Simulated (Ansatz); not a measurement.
**BAs: stress in a strained cell**

Aim: deform BAs (zz strain of -2 %) and compute stress, forces and field gradients with LAPW, PAW and all-electron datasets made for the crystal.

Method: DFT PBE, scalar-relativistic, in Ansatz 0.2.0.

### 1 Starting point

It takes space group F-43m (No. 216, cubic). Conventional cell: a = 4.777 Å, b = 4.777 Å, c = 4.777 Å, α = 90.00°, β = 90.00°, γ = 90.00°. B (site symmetry -43m) has 4 As at 2.07 Å as nearest neighbours. As (site symmetry -43m) has 4 B at 2.07 Å as nearest neighbours.

As a file:

```
B As
1.0
     0.00000    2.38850    2.38850
     2.38850    0.00000    2.38850
     2.38850    2.38850    0.00000
B As
1 1
Direct
  0.00000 0.00000 0.00000
  0.75000 0.75000 0.75000
```

Atoms are numbered in the order of the input: B1, As2.

### 2 The deformed structure

Space group F-43m before, I-4m2 after.

### 3 Full-potential LAPW

input.yaml

```yaml
crystal:
  lattice:
    - [0.0, 2.3885, 2.34073]
    - [2.3885, 0.0, 2.34073]
    - [2.3885, 2.3885, 0.0]
  atoms:
    - { symbol: B, position: [0.0, 0.0, 0.0] }
    - { symbol: As, position: [0.75, 0.75, 0.75] }
kpoints:
  mp_grid: { grid: [15, 15, 15] }
  band_path:
    path:
      - [0.0, 0.0, 0.0]
      - [0.0, 0.5, 0.5]
      - [0.25, 0.75, 0.5]
      - [0.0, 0.5, 0.0]
      - [0.0, 0.0, 0.0]
      - [0.5, 0.5, 0.0]
      - [0.3801541025, 0.6198458975, 0.0]
      - [-0.3801541025, 0.3801541025, 0.0]
      - [0.0, 0.0, 0.0]
    npoints: 5
scf:
  occupations: { method: fermi_dirac, width: 0.03 }
hamiltonian:
  xc: pbe
  pseudopotentials: { kind: all_electron, lapw: { basis_error: 0.00025 } }
output:
  forces: true
  stress: true
  eigenvalues: true
```

The run is started by

```console
ansatz run input.yaml --threads 1 --pin off --max-ram 3072MiB --backend cpu --events-out ev --progress --plain --runs-dir out
```

Log (excerpt; [...] marks lines left out):

```text
LAPW: plane waves up to 9.976 Å⁻¹, error target 2.5e-4 eV per atom; small_component_spin mean_spin; B in spheres of 0.854 Å, 5 of its electrons in bands, Dirac shells []; As in spheres of 1.201 Å, 23 of its electrons in bands, Dirac shells []
[...]
Pseudopotentials: kind: all_electron
Pseudopotential: B, LAPW, valence charge 5, Koelling and Harmon's equation, gaussian nucleus
Pseudopotential: As, LAPW, valence charge 23, Koelling and Harmon's equation, gaussian nucleus
Functional definition: PBE
[...]
Crystal: 2 atoms, lattice volume = 26.707 Å³
Basis set: ecut = 379.16309181016163 eV, 459 PW (Γ), exchange–correlation at level 2
Bands: 18, of which v1, the nominal top of the filled ones, is band 14 counted from 1 (13 counted from 0)
Symmetry: 8 space group operations
Space group: I-4m2 (ITA 119), of the structure as read, at distance tolerance 3.0e-5 Å
k-points: 288 of 3375 (time reversal used)
[...]
SCF iter   1: F=—  HF=-62200.805898 eV  |F-HF|=—  |Δ(HF+E_count)|=         —  Δρ=7.42e-2  dr2=1.93e0  ethr=6.87e-3  ⟨swp⟩=2.0  Hψ=34311  notcnv=0
[...]
the basis was enlarged: its passes take 264.3 KiB over the memory plan, 1 of 1 planned eigensolver slots
[...]
SCF iter   7: F=-62200.149524 eV  HF=-62200.149524 eV  |F-HF|=1.47e-8  |Δ(HF+E_count)|=   1.66e-6  Δρ=6.62e-6  dr2=9.72e-9  ethr=4.07e-9  ⟨swp⟩=3.0  Hψ=14626  notcnv=0
[...]
NSCF: frozen V_eff on 41 k-points
SCF converged after 7 iterations
Free energy (F): -62200.149524 eV
[...]
E sigma→0 (E₀):  -62200.149524 eV
Fermi energy:    12.610214 eV
[...]
--- Forces (eV/Å), atoms counted from 1 ---
  atom   1  B      0.00000000    -0.00000000     0.00000000
  atom   2  As    -0.00000000     0.00000000    -0.00000000
[...]
--- Stress (GPa, compression-positive) ---
        4.348830       0.000000      -0.000000
        0.000000       4.348830      -0.000000
       -0.000000      -0.000000       8.479797
  P = ⅓ Tr σ = 5.7258 GPa (57.258 kbar)
--- Band table (eV; the first three rows and the last of 288) ---
  k-point 0: bands = ["-173.3499", "-161.6336", "-116.7259", "-116.7228", "-116.7228", "-23.7936", "-23.7936", "-23.7907", "-23.7698", "-23.7680", "-3.5215", "11.9973", "11.9973", "12.1913", "15.2870", "15.4186", "15.4186", "17.0004"]
[...]
```

It took 70 s on 1 thread of Arm Neoverse V2, shared host; peak memory 0.68 GiB.

Read from it: pressure 5.73 GPa; gap 0.86 eV, indirect from Γ to Γ–M.

### 4 PAW on the default files

input.yaml

```yaml
crystal:
  lattice:
    - [0.0, 2.3885, 2.34073]
    - [2.3885, 0.0, 2.34073]
    - [2.3885, 2.3885, 0.0]
  atoms:
    - { symbol: B, position: [0.0, 0.0, 0.0] }
    - { symbol: As, position: [0.75, 0.75, 0.75] }
kpoints:
  mp_grid: { grid: [15, 15, 15] }
scf:
  occupations: { method: fermi_dirac, width: 0.03 }
hamiltonian:
  xc: pbe
  pseudopotentials: { kind: paw }
output:
  forces: true
  stress: true
  eigenvalues: true
  efg: { contact_densities: true }
```

The run is started by

```console
ansatz run input.yaml --threads 1 --pin off --max-ram 3072MiB --backend cpu --events-out ev --progress --plain --runs-dir out
```

Log (excerpt; [...] marks lines left out):

```text
[...]
Pseudopotentials: kind: paw
Pseudopotential: B, paw, valence charge 3, recommended cutoff 420 eV (normal)
Pseudopotential: As, paw, valence charge 15, recommended cutoff 420 eV (normal)
Functional definition: PBE
[...]
Crystal: 2 atoms, lattice volume = 26.707 Å³
Basis set: ecut = 420 eV, 531 PW (Γ), exchange–correlation on 48×48×48 points (8 copies of the dense FFT grid, shifted against one another)
Bands: 13, of which v1, the nominal top of the filled ones, is band 9 counted from 1 (8 counted from 0)
Symmetry: 8 space group operations
Space group: I-4m2 (ITA 119), of the structure as read, at distance tolerance 3.0e-5 Å
k-points: 288 of 3375 (time reversal used)
[...]
SCF iter   1: F=—  HF=-5012.081395 eV  |F-HF|=—  |Δ(HF+E_count)|=         —  Δρ=9.02e-4  dr2=1.52e-4  ethr=1.77e-3  ⟨swp⟩=5.9  Hψ=21248  notcnv=0
[...]
--- Forces (eV/Å), atoms counted from 1 ---
  atom   1  B      0.00000000     0.00000000     0.00000000
  atom   2  As     0.00000000     0.00000000     0.00000000
[...]
--- Stress (GPa, compression-positive) ---
        4.392589       0.000000      -0.000000
        0.000000       4.392589      -0.000000
       -0.000000      -0.000000       8.519204
  P = ⅓ Tr σ = 5.7681 GPa (57.681 kbar)
--- PAW observables at the nuclei: V_zz in 10²¹ V/m², potentials from the cell's mean, atoms counted from 1 ---
  atom   1  B  V_zz =    -0.021801   η = 0.0000   by run symmetry: allowed
            electrostatic potential = -327.219207 V   contact ρ = 486.273400 e/Å³
  atom   2  As V_zz =    -0.205305   η = 0.0000   by run symmetry: allowed
            electrostatic potential = -4516.621048 V   contact ρ = 235480.118390 e/Å³
--- Band table (eV; the first three rows and the last of 288) ---
  k-point 0: bands = ["-24.3881", "-24.3881", "-24.3850", "-24.3641", "-24.3620", "-4.1376", "11.3868", "11.3868", "11.5807", "14.6731", "14.8047", "14.8047", "16.3784"]
[...]
```

It took 7.9 s on 1 thread of Arm Neoverse V2, shared host; peak memory 0.42 GiB.

This run gives: pressure 5.77 GPa; gap on the k mesh 0.86 eV (an odd mesh misses the zone boundary); Vzz B1 -0.02 (η = 0.00), As2 -0.21 (η = 0.00) (10²¹ V/m²).

### 5 All-electron PAW on datasets made for the crystal

Changes to input.yaml since step 4:

```diff
@@ -14,3 +14,3 @@
   xc: pbe
-  pseudopotentials: { kind: paw }
+  pseudopotentials: { kind: all_electron, datasets: crystal }
 output:
```

The run is started by

```console
ansatz run input.yaml --threads 1 --pin off --max-ram 3072MiB --backend cpu --events-out ev --progress --plain --runs-dir out
```

Log (excerpt; [...] marks lines left out):

```text
[...]
Pseudopotentials: kind: all_electron
Pseudopotential: B, paw, valence charge 3, recommended cutoff 260 eV (normal), Koelling and Harmon's equation, gaussian nucleus
Pseudopotential: As, paw, valence charge 15, recommended cutoff 260 eV (normal), Koelling and Harmon's equation, gaussian nucleus
Functional definition: PBE
[...]
Crystal: 2 atoms, lattice volume = 26.707 Å³
Basis set: ecut = 260 eV, 259 PW (Γ), exchange–correlation on 40×40×40 points (8 copies of the dense FFT grid, shifted against one another)
Bands: 8, of which v1, the nominal top of the filled ones, is band 4 counted from 1 (3 counted from 0)
Symmetry: 8 space group operations
Space group: I-4m2 (ITA 119), of the structure as read, at distance tolerance 3.0e-5 Å
k-points: 288 of 3375 (time reversal used)
[...]
--- Forces (eV/Å), atoms counted from 1 ---
  atom   1  B      0.00000000     0.00000000     0.00000000
  atom   2  As    -0.00000000     0.00000000    -0.00000000
[...]
--- Stress (GPa, compression-positive) ---
        4.348065      -0.000000      -0.000000
       -0.000000       4.348065      -0.000000
       -0.000000      -0.000000       8.479055
  P = ⅓ Tr σ = 5.7251 GPa (57.251 kbar)
  It holds what live shells' own plane waves past their cutoff add
--- PAW observables at the nuclei: V_zz in 10²¹ V/m², potentials from the cell's mean, atoms counted from 1 ---
  atom   1  B  V_zz =    -0.019843   η = 0.0000   by run symmetry: allowed
            electrostatic potential = -327.274889 V   contact ρ = 486.295574 e/Å³
  atom   2  As V_zz =    -0.195716   η = 0.0000   by run symmetry: allowed
            electrostatic potential = -4516.502547 V   contact ρ = 235551.425842 e/Å³
--- Band table (eV; the first three rows and the last of 288) ---
  k-point 0: bands = ["-3.5215", "11.9973", "11.9973", "12.1913", "15.2870", "15.4186"]
[...]
```

Run time: 15 s. Hardware: 1 thread of Arm Neoverse V2, shared host; peak memory 0.52 GiB.

In short: pressure 5.73 GPa; gap on the k mesh 0.86 eV (an odd mesh misses the zone boundary); Vzz B1 -0.02 (η = 0.00), As2 -0.20 (η = 0.00) (10²¹ V/m²).

### 6 Side by side

Stress (GPa, compression positive):

```csv
method,xx,yy,zz,yz,xz,xy
LAPW,4.35,4.35,8.48,0.00,0.00,0.00
PAW,4.39,4.39,8.52,0.00,0.00,0.00
crystal datasets,4.35,4.35,8.48,0.00,0.00,0.00
```

| method | pressure (GPa) | gap on the k mesh (eV) | Vzz B1 (10²¹ V/m²) | Vzz As2 (10²¹ V/m²) | SCF cycles, all passes |
| --- | --- | --- | --- | --- | --- |
| LAPW | 5.73 | 0.86 | – | – | 7 |
| PAW | 5.77 | 0.86 | -0.02 | -0.21 | 6 |
| crystal datasets | 5.73 | 0.86 | -0.02 | -0.20 | 7 |

### 7 Outcome

| quantity | value |
| --- | --- |
| pressure | LAPW 5.73, PAW 5.77, crystal datasets 5.73 GPa |
| largest shear or deviatoric stress (LAPW) | 2.75 GPa |

The largest part of the stress beyond the pressure is 2.75 GPa in size, in the zz component; the atoms are carried along and not relaxed. No run of the undeformed cell stands beside it, so the pressure holds what the given cell had before the change. PAW: stress within 0.04 GPa of LAPW. Crystal datasets: stress within 0.01 GPa of LAPW.
